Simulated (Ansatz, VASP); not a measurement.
Cu: VASP beside Ansatz

INCAR

```
PREC     = Accurate       # precision mode
ENCUT    = 520            # plane-wave cutoff, eV
EDIFF    = 1E-6           # SCF threshold, eV
ISMEAR   = -1             # smearing method
SIGMA    = 0.1            # smearing width, eV
LREAL    = F              # projectors in reciprocal space
LASPH    = T              # aspherical terms in the spheres
NELM     = 100            # most SCF steps
ALGO     = Normal         # electronic algorithm
ISIF     = 2              # what is computed and relaxed
LWAVE    = F              # write WAVECAR
LCHARG   = F              # write CHGCAR
GGA      = PS             # functional
NBANDS   = 18             # bands
```

The input KPOINTS:

```
Automatic mesh
0
Gamma
  14 14 14
```

Contents of POSCAR:

```
Cu
1.0
    0.0000000000      1.9744634276      1.9744634276
    1.9744634276      0.0000000000      1.9744634276
    1.9744634276      1.9744634276      0.0000000000
Cu
2
Direct
   -0.1250000000     -0.1250000000     -0.1250000000
    0.1250000000      0.1250000000      0.1250000000
```

Input for Ansatz:

```yaml
crystal:
  lattice:
    - [0.0, 1.9744634276, 1.9744634276]
    - [1.9744634276, 0.0, 1.9744634276]
    - [1.9744634276, 1.9744634276, 0.0]
  atoms:
    - { symbol: Cu, position: [-0.125, -0.125, -0.125] }
    - { symbol: Cu, position: [0.125, 0.125, 0.125] }
kpoints:
  mp_grid: { grid: [14, 14, 14] }
  band_path:
    path:
      - [0.0, 0.0, 0.0]
      - [0.5, 0.0, 0.5]
      - [0.625, 0.25, 0.625]
      - [0.375, 0.375, 0.75]
      - [0.0, 0.0, 0.0]
      - [0.5, 0.5, 0.5]
      - [0.5, 0.25, 0.75]
      - [0.5, 0.0, 0.5]
    npoints: 8
scf:
  occupations: { method: fermi_dirac, width: 0.1 }
hamiltonian:
  xc: pbesol
  pseudopotentials: { kind: all_electron, lapw: { basis_error: 0.001 } }
output:
  forces: true
  stress: true
  eigenvalues: true
  populations: true
  dos: { projected: true, de: 0.2, e_range: [-14, 8] }
```

Change from the starting cell: volume scaled by 0.43, LAPW.

Alike in both runs: task single point; functional PBEsol; k mesh 14 × 14 × 14; occupations fermi-dirac, width 0.1 eV; no spin polarisation.

|  | VASP | Ansatz |
| --- | --- | --- |
| version | VASP 6.6.1 | Ansatz 0.2.0 |
| potentials or method | VASP PAW PBE potentials, release 64 (Cu) | all-electron LAPW, scalar-relativistic |
| plane-wave cutoff (eV) | 520 | see its input |

VASP gave:

* pressure (GPa): 423.2

Task: Which values does Ansatz return?

Result: Pressure (GPa): 434.1.

Ansatz ran all-electron here, so the differences hold the error of VASP's frozen core and of both bases.

Caveats: the cell as given lies far from equilibrium; so large a pressure means that the cell lies far from this level's equilibrium, or that cutoff or potentials fall short (VASP); the potentials were made for another functional, which shifts forces and pressure (VASP).
